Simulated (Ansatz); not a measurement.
**SnTe in Ansatz: the effect of functional**

The system is SnTe.

```
CELL_PARAMETERS angstrom
0.00000 3.58691 3.58691
3.58691 0.00000 3.58691
3.58691 3.58691 0.00000
ATOMIC_POSITIONS crystal
Te 0.25000 0.25000 0.25000
Sn 0.00000 0.00000 0.00000
```

Measurements of this composition are mostly on another form, of space group No. 225.

The cell isn't the ideal one: volume scaled by 0.98.

Alike in all runs:

```yaml
Program: Ansatz 0.2.0
Task: single point
Potentials_or_basis: Ansatz PAW
k_mesh: 7 × 7 × 7
Occupations: fermi-dirac, width 0.05 eV
Spin: no spin polarisation
```

| functional | cutoff | gap on the mesh (eV) | pressure (GPa) |
| --- | --- | --- | --- |
| LDA | 420 eV (not typed: the program's choice for these potentials) | 0.22 | -1.8 |
| PBEsol | 420 eV (not typed: the program's choice for these potentials) | 0.24 | -0.9 |
| r2SCAN | 500 eV (not typed: the program's choice for these potentials) | ? | ? |

Q: What does the run with functional r2SCAN give?

A: gap on the mesh 0.35 eV; pressure -0.1 GPa.

Caveats: odd divisions of the mesh miss points on the zone boundary, where band edges often lie, so the gap on the mesh can be too wide; spin-orbit coupling is left out, which moves the levels of the heavy elements; the PAW data sets come from PBE, with cores solved anew for the run's functional, which leaves a small shift of forces and pressure.

A k mesh can miss the band edges.
